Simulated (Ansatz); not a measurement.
**Gd (Fm-3m): the volume from the results**

```
CELL_PARAMETERS angstrom
0.00000 2.58582 2.58582
2.58582 0.00000 2.58582
2.58582 2.58582 0.00000
ATOMIC_POSITIONS crystal
Gd 0.00000 0.00000 0.00000
```

The reference geometry is a structure from the Materials Project; nothing is relaxed.

Functional, mesh and filling: PBE, 11×11×11 k mesh, Fermi–Dirac smearing of 0.05 eV. PAW means Ansatz 0.2.0 on its default frozen-core files. Site moments are integrated in spheres about the atoms. Start moments (μB): Gd 7.

The cell is scaled evenly, and every run starts from the same moments. Some of the runs:

| V/V₀ | cell moment (μB) | largest site moment (μB) | F − F(V₀) (meV/atom) | pressure (GPa) |
| --- | --- | --- | --- | --- |
| 0.74 | 7.27 | 7.11 | 220 | 12.1 |
| 1 | 7.52 | 7.28 | 0 | -1.3 |
| 1.1 | 7.74 | 7.42 | 48 | -3.1 |

Question: Another run of the series gave cell moment (μB) = 7.32, largest site moment (μB) = 7.16, F − F(V₀) (meV/atom) = 27, pressure (GPa) = 3.7. At which V/V₀ was it made?
A. 1.04
B. 0.86
C. 0.96
D. 0.92
E. 0.66
F. 1.25
G. 0.8

Answer: B. V/V₀ = 0.86.

Question: Another run of the series gave cell moment (μB) = 7.63, largest site moment (μB) = 7.35, F − F(V₀) (meV/atom) = 15, pressure (GPa) = -2.1. At which V/V₀ was it made?
A. 1.04
B. 0.92
C. 0.66
D. 0.86
E. 1.25
F. 0.8
G. 0.96

Answer: A. V/V₀ = 1.04.

The whole series:

```
V/V₀  cell moment (μB)  largest site moment (μB)  F − F(V₀) (meV/atom)  pressure (GPa)
0.66              7.20                      7.05                   504            21.5
0.74              7.27                      7.11                   220            12.1
 0.8              7.30                      7.14                    97             7.2
0.86              7.32                      7.16                    27             3.7
0.92              7.37                      7.19                    -3             1.1
0.96              7.43                      7.23                    -7            -0.2
   1              7.52                      7.28                     0            -1.3
1.04              7.63                      7.35                    15            -2.1
 1.1              7.74                      7.42                    48            -3.1
1.25              7.80                      7.45                   180            -5.0
```

Without U a semilocal functional puts the f levels too near the Fermi level, which can change moments and the order of magnetic states; site and cell moments are spin moments. Under strong compression frozen cores are worth checking against an all-electron run. Spin–orbit coupling is left out although heavy atoms are present. With open f shells a run can end in a state that isn't the lowest. These are results for the start and cell typed. The real compound can order otherwise, in a larger cell, or not at all, since semilocal functionals at zero temperature often overstate magnetism.
